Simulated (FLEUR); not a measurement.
# KCl (Sylvite) (Fm-3m) in FLEUR: further runs

The runs below take KCl (Sylvite) through band structure, equation of state, with Wu-Cohen GGA.

Everything below comes from runs of FLEUR MaX-R8.1 (later development tree). Logs are shortened: lines on timing, memory, paths and dates and some standing lists are left out, and cuts for length are marked.

**Measured values to compare with.**

A printed reference work, monograph reports, for a bulk crystal of KCl: band gap 8.68 eV.

The results are compared with them further down.

### 1 The crystal as given

It takes space group Fm-3m (No. 225, cubic). The conventional cell has a = 6.293 Å, b = 6.293 Å, c = 6.293 Å, α = 90.00°, β = 90.00°, γ = 90.00°. K (site symmetry m-3m) has 6 Cl at 3.15 Å as nearest neighbours. Cl (site symmetry m-3m) has 6 K at 3.15 Å as nearest neighbours.

### 2 Band structure, Wu-Cohen GGA

Input file inp.xml:

```xml
<?xml version="1.0" encoding="UTF-8" standalone="no"?>
<fleurInput fleurInputVersion="0.39">
   <comment>
      KCl                                                                                                 
   </comment>
   <calculationSetup>
      <cutoffs Kmax="4.1" Gmax="12.7" GmaxXC="12.7" numbands="0"/>
      <scfLoop itmax="60" minDistance="0.00001" maxIterBroyd="15" imix="Anderson" alpha="0.05" precondParam="0.0" spinf="2.0" sdNocoIR="T"/>
      <coreElectrons ctail="T" frcor="F" kcrel="0" coretail_lmax="0"/>
      <xcFunctional name="wc" relativisticCorrections="F"/>
      <magnetism jspins="1"/>
      <soc l_soc="F" theta="0.0" phi="0.0" spav="F"/>
      <expertModes spex="0" secvar="F"/>
      <geometryOptimization l_f="F" forcealpha="1.0" forcemix="BFGS" epsdisp="0.00001" epsforce="0.00001"/>
      <ldaU l_linMix="F" mixParam="0.05" spinf="1.0"/>
   </calculationSetup>
   <cell>
      <bzIntegration valenceElectrons="16.0" mode="hist" fermiSmearingEnergy="0.00183747">
         <kPointListSelection listName="default-1"/>
         <!-- k-points included here -->
         <xi:include xmlns:xi="http://www.w3.org/2001/XInclude" href="kpts.xml"> </xi:include>
      </bzIntegration>
      <!-- symmetry operations included here -->
      <xi:include xmlns:xi="http://www.w3.org/2001/XInclude" href="sym.xml"> </xi:include>
      <bulkLattice scale="1.0">
         <bravaisMatrix>
[... 30 lines left out ...]
         </electronConfig>
         <energyParameters s="3" p="3" d="3" f="4"/>
         <lo type="SCLO" l="0" n="3" eDeriv="2"/>
         <lo type="SCLO" l="1" n="3" eDeriv="2"/>
         <lo type="SCLO" l="2" n="3" eDeriv="2"/>
         <lo type="SCLO" l="3" n="4" eDeriv="2"/>
      </species>
   </atomSpecies>
   <atomGroups>
      <atomGroup species="Potassium (K)">
         <relPos label="                   1">.0000000000 .0000000000 .0000000000</relPos>
         <force calculate="T" relaxXYZ="TTT"/>
      </atomGroup>
      <atomGroup species="Chlorine (Cl)">
         <relPos label="                   2">1.000/2.000 1.000/2.000 1.000/2.000</relPos>
         <force calculate="T" relaxXYZ="TTT"/>
      </atomGroup>
   </atomGroups>
   <output dos="F" band="F" slice="F">
      <checks vchk="F" cdinf="F"/>
      <bandDOS minEnergy="-.5*Htr" maxEnergy="0.5*Htr" sigma="0.015" storeEVData="T"/>
      <vacuumDOS vacdos="F" integ="F" star="F" nstars="0" locx1="0.0" locy1="0.0" locx2="0.0" locy2="0.0" nstm="0" tworkf="0.0"/>
      <unfoldingBand unfoldBand="F" supercellX="1" supercellY="1" supercellZ="1"/>
      <plotting iplot="0" polar="F">
         <plot TwoD="T" vec1="  1.0  0.0  0.0" vec2="  0.0  1.0  0.0" vec3="  0.0  0.0  1.0" zero="  0.0  0.0  0.0" file="plot"/>
      </plotting>
      <chargeDensitySlicing numkpt="0" minEigenval="0.0" maxEigenval="0.0" nnne="0" pallst="F"/>
      <specialOutput eonly="F"/>
      <moessbauerParams electricFieldGradient="T" isomerShift="T" coreHyperfine="T" valenceHyperfine="T"/>
      <magneticCircularDichroism mcd="F" energyLo="-10.0" energyUp="0.0"/>
   </output>
  <!-- We include the file relax.xml here to enable relaxations (see documentation) -->
  <xi:include xmlns:xi="http://www.w3.org/2001/XInclude" href="relax.xml"> <xi:fallback/> </xi:include>
</fleurInput>
```

Input file crystal.txt:

```
KCl
&input cartesian=F /
0.0000000000  3.1464700000  3.1464700000
3.1464700000  0.0000000000  3.1464700000
3.1464700000  3.1464700000  0.0000000000
1.8897261246
1.0 1.0 1.0

2
19 0.0000000000  0.0000000000  0.0000000000
17 0.5000000000  0.5000000000  0.5000000000

&kpt div1=7 div2=7 div3=7 gamma=T /
```

Input file inp.xml (bands):

```
<?xml version="1.0" encoding="UTF-8" standalone="no"?>
<fleurInput fleurInputVersion="0.39">
   <comment>
      KCl                                                                                                 
   </comment>
   <calculationSetup>
      <cutoffs Kmax="4.1" Gmax="12.7" GmaxXC="12.7" numbands="0"/>
      <scfLoop itmax="60" minDistance="0.00001" maxIterBroyd="15" imix="Anderson" alpha="0.05" precondParam="0.0" spinf="2.0" sdNocoIR="T"/>
      <coreElectrons ctail="T" frcor="F" kcrel="0" coretail_lmax="0"/>
      <xcFunctional name="wc" relativisticCorrections="F"/>
      <magnetism jspins="1"/>
      <soc l_soc="F" theta="0.0" phi="0.0" spav="F"/>
      <expertModes spex="0" secvar="F"/>
      <geometryOptimization l_f="F" forcealpha="1.0" forcemix="BFGS" epsdisp="0.00001" epsforce="0.00001"/>
      <ldaU l_linMix="F" mixParam="0.05" spinf="1.0"/>
   </calculationSetup>
   <cell>
      <bzIntegration valenceElectrons="16.0" mode="hist" fermiSmearingEnergy="0.00183747">
         <kPointListSelection listName="path-1"/>
         <!-- k-points included here -->
         <xi:include xmlns:xi="http://www.w3.org/2001/XInclude" href="kpts.xml"> </xi:include>
      </bzIntegration>
      <!-- symmetry operations included here -->
      <xi:include xmlns:xi="http://www.w3.org/2001/XInclude" href="sym.xml"> </xi:include>
      <bulkLattice scale="1.0">
[... 30 lines left out ...]
            <stateOccupation state="(3p3/2)" spinUp="1.666667" spinDown="1.666667"/>
         </electronConfig>
         <energyParameters s="3" p="3" d="3" f="4"/>
         <lo type="SCLO" l="0" n="3" eDeriv="2"/>
         <lo type="SCLO" l="1" n="3" eDeriv="2"/>
         <lo type="SCLO" l="2" n="3" eDeriv="2"/>
         <lo type="SCLO" l="3" n="4" eDeriv="2"/>
      </species>
   </atomSpecies>
   <atomGroups>
      <atomGroup species="Potassium (K)">
         <relPos label="                   1">.0000000000 .0000000000 .0000000000</relPos>
         <force calculate="T" relaxXYZ="TTT"/>
      </atomGroup>
      <atomGroup species="Chlorine (Cl)">
         <relPos label="                   2">1.000/2.000 1.000/2.000 1.000/2.000</relPos>
         <force calculate="T" relaxXYZ="TTT"/>
      </atomGroup>
   </atomGroups>
   <output dos="F" band="T" slice="F">
      <checks vchk="F" cdinf="F"/>
      <bandDOS minEnergy="-.5*Htr" maxEnergy="0.5*Htr" sigma="0.015" storeEVData="T"/>
      <vacuumDOS vacdos="F" integ="F" star="F" nstars="0" locx1="0.0" locy1="0.0" locx2="0.0" locy2="0.0" nstm="0" tworkf="0.0"/>
      <unfoldingBand unfoldBand="F" supercellX="1" supercellY="1" supercellZ="1"/>
      <plotting iplot="0" polar="F">
         <plot TwoD="T" vec1="  1.0  0.0  0.0" vec2="  0.0  1.0  0.0" vec3="  0.0  0.0  1.0" zero="  0.0  0.0  0.0" file="plot"/>
      </plotting>
      <chargeDensitySlicing numkpt="0" minEigenval="0.0" maxEigenval="0.0" nnne="0" pallst="F"/>
      <specialOutput eonly="F"/>
      <moessbauerParams electricFieldGradient="T" isomerShift="T" coreHyperfine="T" valenceHyperfine="T"/>
      <magneticCircularDichroism mcd="F" energyLo="-10.0" energyUp="0.0"/>
   </output>
  <!-- We include the file relax.xml here to enable relaxations (see documentation) -->
  <xi:include xmlns:xi="http://www.w3.org/2001/XInclude" href="relax.xml"> <xi:fallback/> </xi:include>
</fleurInput>
```

Potentials or basis: all-electron, FLAPW.

Started as:

```console
$ inpgen -f crystal.txt -profile fastHighL
$ # inp.xml edited to the form shown
$ fleur_MPI
$ fleur_MPI   # second run, on inp.xml (bands)
```

Output:

```text
Welcome to FLEUR        (www.flapw.de)
      MaX-Release 8.1          (www.max-centre.eu)

 ========== k-point set info ==========
 Selected k-point list: default-1
 k-point list type: mesh
 7 x 7 x 7
 Number of k points: 20

 ------------Calculation Setup---------------------------
 Number of MPI-tasks      :            1
 Number of PE/node        :            1
 Number of OMP-threads    :            1
 Most efficient MPI parallelization for:
           1           2           4           5          10          20
 Additional eigenvalue parallelization possible
 Number of basis functions:          601
 Approximate size of matrices (H+S) per k-point:         0.005 GB
 --------------------------------------------------------
 Iteration:     1   Distance:       4.21418499 me/bohr^3
 Iteration:     2   Distance:       3.71986918 me/bohr^3
 Iteration:     3   Distance:       1.49805606 me/bohr^3
 Iteration:     4   Distance:       0.83791589 me/bohr^3
 Iteration:     5   Distance:       0.34982782 me/bohr^3
 Iteration:     6   Distance:       0.41257905 me/bohr^3
 Iteration:     7   Distance:       0.05367464 me/bohr^3
 Iteration:     8   Distance:       0.02489401 me/bohr^3
 Iteration:     9   Distance:       0.01469438 me/bohr^3
 Iteration:    10   Distance:       0.00233547 me/bohr^3
 Iteration:    11   Distance:       0.00130450 me/bohr^3
 Iteration:    12   Distance:       0.00016374 me/bohr^3
 Iteration:    13   Distance:       0.00001941 me/bohr^3
 Iteration:    14   Distance:       0.00001064 me/bohr^3
 Iteration:    15   Distance:       0.00000225 me/bohr^3

 ********************************************************************
 Run finished successfully
 Stop message:
   all done
 ********************************************************************
```

output (bands):

```text
Welcome to FLEUR        (www.flapw.de)
      MaX-Release 8.1          (www.max-centre.eu)

 ========== k-point set info ==========
 Selected k-point list: path-1
 k-point list type: path
 Number of k points: 60

 ------------Calculation Setup---------------------------
 Number of MPI-tasks      :            1
 Number of PE/node        :            1
 Number of OMP-threads    :            1
 Most efficient MPI parallelization for:
           1           2           3           4           5           6          10          12          15          20          30          60
 Additional eigenvalue parallelization possible
 Number of basis functions:          601
 Approximate size of matrices (H+S) per k-point:         0.005 GB
 --------------------------------------------------------
 Fermi energy correction for insulators:
 No automatic correction of the Fermi energy has been performed.

 Note: Band structure data (together with different weights) is also stored in the banddos.hdf file.
       A convenient way of extracting and plotting the data from that file is by making use of the

 ********************************************************************
 Run finished successfully
 Stop message:
   Charge density postprocessing done.
 ********************************************************************
```

out.xml (last iteration):

```text
<iteration numberForCurrentRun="   15" overallNumber="   15">
         <energyParameters units="Htr">
            <atomicEP atomType="1" spin="1" branch="4s" branchLowest="-0.96" branchHighest="2.07" value="0.2175528396"/>
            <atomicEP atomType="1" spin="1" branch="3p" branchLowest="-10.01" branchHighest="-0.30" value="-0.4086180566"/>
            <atomicEP atomType="1" spin="1" branch="3d" branchLowest="-9.99" branchHighest="0.70" value="0.3289822582"/>
            <atomicEP atomType="1" spin="1" branch="4f" branchLowest="-9.99" branchHighest="2.49" value="0.5662513732"/>
            <loAtomicEP atomType="1" spin="1" branch="3s" branchLowest="-12.69" branchHighest="-0.96" value="-1.0155396061"/>
            <heloAtomicEP atomType="1" spin="1" branch="4p" branchLowest="1.63" branchHighest="1.63" value="1.6276236797"/>
            <heloAtomicEP atomType="1" spin="1" branch="4p" branchLowest="1.63" branchHighest="1.63" value="1.6276236797"/>
            <loAtomicEP atomType="1" spin="1" branch="3d" branchLowest="-9.99" branchHighest="0.70" value="0.3289117007"/>
            <loAtomicEP atomType="1" spin="1" branch="4f" branchLowest="-9.99" branchHighest="2.49" value="0.5662534135"/>
            <atomicEP atomType="2" spin="1" branch="3s" branchLowest="-8.94" branchHighest="-0.31" value="-0.4625791425"/>
            <atomicEP atomType="2" spin="1" branch="3p" branchLowest="-6.71" branchHighest="0.23" value="-0.0380856541"/>
            <atomicEP atomType="2" spin="1" branch="3d" branchLowest="-9.99" branchHighest="1.03" value="0.3687619146"/>
            <atomicEP atomType="2" spin="1" branch="4f" branchLowest="-9.99" branchHighest="2.64" value="0.5577471590"/>
            <loAtomicEP atomType="2" spin="1" branch="3s" branchLowest="-8.94" branchHighest="-0.31" value="-0.4625791425"/>
            <loAtomicEP atomType="2" spin="1" branch="3p" branchLowest="-6.71" branchHighest="0.23" value="-0.0394187671"/>
            <loAtomicEP atomType="2" spin="1" branch="3d" branchLowest="-9.99" branchHighest="1.03" value="0.3687520971"/>
            <loAtomicEP atomType="2" spin="1" branch="4f" branchLowest="-9.99" branchHighest="2.64" value="0.5577493810"/>
         </energyParameters>
         <eigenvalues>
            <eigenvaluesAt spin="1" ikpt="1" k_x="0.00000000" k_y="0.00000000" k_z="0.00000000">
                      -1.0158684421       -0.4650744046       -0.4103652614       -0.4103652614       -0.4103652614
                      -0.0208019103       -0.0208019103       -0.0208019103        0.1673530496        0.2855718570
                       0.2855718570        0.2855718570        0.3159278061
            </eigenvaluesAt>
            <eigenvaluesAt spin="1" ikpt="2" k_x="0.00000000" k_y="0.00000000" k_z="0.14285714">
                      -1.0157930792       -0.4665038522       -0.4104300354       -0.4104300354       -0.4085616869
                      -0.0297955707       -0.0232292069       -0.0232292069        0.1850729852        0.2802063530
                       0.2949057831        0.2949057831        0.3260067648
[... 25 lines left out ...]
            <state n="2" l="0" j="0.5" energy="-12.6908248255" weight="1.0000000000"/>
            <state n="2" l="1" j="0.5" energy="-10.0814037722" weight="1.0000000000"/>
            <state n="2" l="1" j="1.5" energy="-9.9750801537" weight="2.0000000000"/>
         </coreStates>
         <coreStates atomType="     2" atomicNumber=" 17" spin="1" kinEnergy="    444.3067766956" eigValSum="   -259.5790877448" lostElectrons=" 0.000001">
            <state n="1" l="0" j="0.5" energy="-100.7100577255" weight="1.0000000000"/>
            <state n="2" l="0" j="0.5" energy="-8.9444166926" weight="1.0000000000"/>
            <state n="2" l="1" j="0.5" energy="-6.7532732425" weight="1.0000000000"/>
            <state n="2" l="1" j="1.5" energy="-6.6908981059" weight="2.0000000000"/>
         </coreStates>
         <allElectronCharges>
            <spinDependentCharge spin="1" total="36.0000000" interstitial="1.4873608" mtSpheres="34.5126392"/>
            <totalCharge value="35.9999999966"/>
         </allElectronCharges>
         <moessbauerParams unitsHFF="kG" unitsIS="e/bohr^3" unitsEFG="Htr/bohr^2">
            <coreIsomerShift atomType="1" isTotal="5149.24019">
               <shell n="1" l="0" isomerShift="4754.96667"/>
               <shell n="2" l="0" isomerShift="393.23730"/>
               <shell n="2" l="1" isomerShift="1.03622"/>
            </coreIsomerShift>
            <coreIsomerShift atomType="2" isTotal="3568.17946">
               <shell n="1" l="0" isomerShift="3307.82917"/>
               <shell n="2" l="0" isomerShift="259.82575"/>
               <shell n="2" l="1" isomerShift="0.52454"/>
            </coreIsomerShift>
            <isomerShift atomType="1" nucleusRadius="0.0000802" averageDensity="5196.77852"/>
            <isomerShift atomType="2" nucleusRadius="0.0000776" averageDensity="3594.20255"/>
            <electricFieldGradient atomType="1" VXX="0.00000" VYY="0.00000" VZZ="0.00000" asymParam="0.00000">
            </electricFieldGradient>
            <electricFieldGradient atomType="2" VXX="0.00000" VYY="0.00000" VZZ="0.00000" asymParam="0.00000">
            </electricFieldGradient>
         </moessbauerParams>
         <totalEnergy                                    value="    -1063.1862860639" units="Htr">
            <sumOfEigenvalues                            value="     -608.8370579851">
               <coreElectrons value="-603.1890193611"/>
               <valenceElectrons value="-5.6480386240"/>
            </sumOfEigenvalues>
            <densityCoulombPotentialIntegral value="-1598.9675309505"/>
            <densityEffectivePotentialIntegral value="-1678.5149141132"/>
            <chargeDenXCDenIntegral value="-61.0944102984"/>
            <FockExchangeEnergyValence value="0.0000000000"/>
            <FockExchangeEnergyCore value="0.0000000000"/>
            <atomTypeDependentContributions atomType="1">
               <electronNucleiInteractionDifferentMTs value="714.0772301864"/>
               <MadelungTerm value="-5.1686365584"/>
            </atomTypeDependentContributions>
            <atomTypeDependentContributions atomType="2">
               <electronNucleiInteractionDifferentMTs value="550.3090606687"/>
               <MadelungTerm value="-2.7310390049"/>
            </atomTypeDependentContributions>
            <tkbTimesEntropy value="0.0000000000"/>
            <freeEnergy value="-1063.1862860639"/>
            <extrapolationTo0K value="-1063.1862860639"/>
         </totalEnergy>
         <densityConvergence units="me/bohr^3">
            <chargeDensity spin="1" distance="0.0000022456"/>
         </densityConvergence>
      </iteration>
```

Wall time 47 s (1 thread of Arm Neoverse V1, shared host); peak memory 0.07 GiB.

Results:

* Free energy: -28930.7727 eV
* Band gap on the k mesh: 5.12 eV, direct
* Band gap along the path: 5.12 eV, direct
* Valence electrons inside the program's atomic spheres: K 7.84; Cl 6.67 (radii K 2.66, Cl 2.66 bohr)

Levels at the corners of the path, in eV from the valence-band top:
```csv
point,band 6,band 7,band 8,band 9,band 10,band 11
Γ,0.00,0.00,0.00,5.12,8.34,8.34
X,-0.66,-0.23,-0.23,6.48,8.28,10.00
W,-0.49,-0.48,-0.48,7.98,7.98,9.39
K,-0.57,-0.56,-0.29,7.22,9.02,9.25
Γ,0.00,0.00,0.00,5.12,8.34,8.34
L,-1.07,-0.33,-0.33,7.50,8.57,10.50
U,-0.57,-0.56,-0.29,7.22,9.02,9.25
W,-0.49,-0.48,-0.48,7.98,7.98,9.39
L,-1.07,-0.33,-0.33,7.50,8.57,10.50
K,-0.57,-0.56,-0.29,7.22,9.02,9.25
U,-0.57,-0.56,-0.29,7.22,9.02,9.25
X,-0.66,-0.23,-0.23,6.48,8.28,10.00
```

Core levels (eV from the Fermi level):
| atom | levels |
| --- | --- |
| 1 K | 1s1/2 -3511.9, 2s1/2 -344.8, 2p1/2 -273.8, 2p3/2 -270.9 |
| 2 Cl | 1s1/2 -2739.9, 2s1/2 -242.8, 2p1/2 -183.2, 2p3/2 -181.5 |

### 3 Equation of state, Wu-Cohen GGA, 29.28 Å³/atom (volume scaled by 0.94)

Changes to inp.xml since step 2:

```diff
@@ -24,3 +24,3 @@
       <xi:include xmlns:xi="http://www.w3.org/2001/XInclude" href="sym.xml"> </xi:include>
-      <bulkLattice scale="1.0">
+      <bulkLattice scale="0.9795861087">
          <bravaisMatrix>
@@ -49,3 +49,3 @@
       <species name="Chlorine (Cl)" element="Cl" atomicNumber="17">
-         <mtSphere radius="2.66" gridPoints="879" logIncrement="0.014"/>
+         <mtSphere radius="2.5" gridPoints="879" logIncrement="0.014"/>
          <atomicCutoffs lmax="11" lnonsphr="8"/>
```

Potentials or basis: all-electron, FLAPW.

Started as:

```console
$ inpgen -f crystal.txt -profile fastHighL
$ # inp.xml edited to the form shown
$ fleur_MPI
```

It took 35 s on 1 thread of Arm Neoverse V1, shared host; peak memory 0.08 GiB.

It converged, with:

* Free energy: -28930.7653 eV
* Band gap on the k mesh: 5.31 eV, direct
* Valence electrons inside the program's atomic spheres: K 7.86; Cl 6.39 (radii K 2.66, Cl 2.5 bohr)

### 4 Equation of state, Wu-Cohen GGA, 29.90 Å³/atom (volume scaled by 0.96)

Changes to inp.xml since step 3:

```diff
@@ -24,3 +24,3 @@
       <xi:include xmlns:xi="http://www.w3.org/2001/XInclude" href="sym.xml"> </xi:include>
-      <bulkLattice scale="0.9795861087">
+      <bulkLattice scale="0.9864848297">
          <bravaisMatrix>
```

Started as:

```console
$ inpgen -f crystal.txt -profile fastHighL
$ # inp.xml edited to the form shown
$ fleur_MPI
```

It took 36 s on 1 thread of Arm Neoverse V1, shared host; peak memory 0.08 GiB.

It converged, with:

| Item | Value |
| --- | --- |
| Free energy | -28930.7708 eV |
| Band gap on the k mesh | 5.24 eV, direct |
| Valence electrons inside the program's atomic spheres | K 7.86; Cl 6.39 (radii K 2.66, Cl 2.5 bohr) |

### 5 Equation of state, Wu-Cohen GGA, 31.15 Å³/atom

Changes to inp.xml since step 4:

```diff
@@ -24,3 +24,3 @@
       <xi:include xmlns:xi="http://www.w3.org/2001/XInclude" href="sym.xml"> </xi:include>
-      <bulkLattice scale="0.9864848297">
+      <bulkLattice scale="1.0000000000">
          <bravaisMatrix>
```

Started as:

```console
$ inpgen -f crystal.txt -profile fastHighL
$ # inp.xml edited to the form shown
$ fleur_MPI
```

It took 40 s on 1 thread of Arm Neoverse V1, shared host; peak memory 0.08 GiB.

The run converged. Its results:

| Property | Result |
| --- | --- |
| Free energy | -28930.7727 eV |
| Band gap on the k mesh | 5.12 eV, direct |
| Valence electrons inside the program's atomic spheres | K 7.84; Cl 6.38 (radii K 2.66, Cl 2.5 bohr) |

Caveat: an odd mesh through Γ misses points on the zone boundary, where band edges often lie.

(Continued in part 2 of 2.)
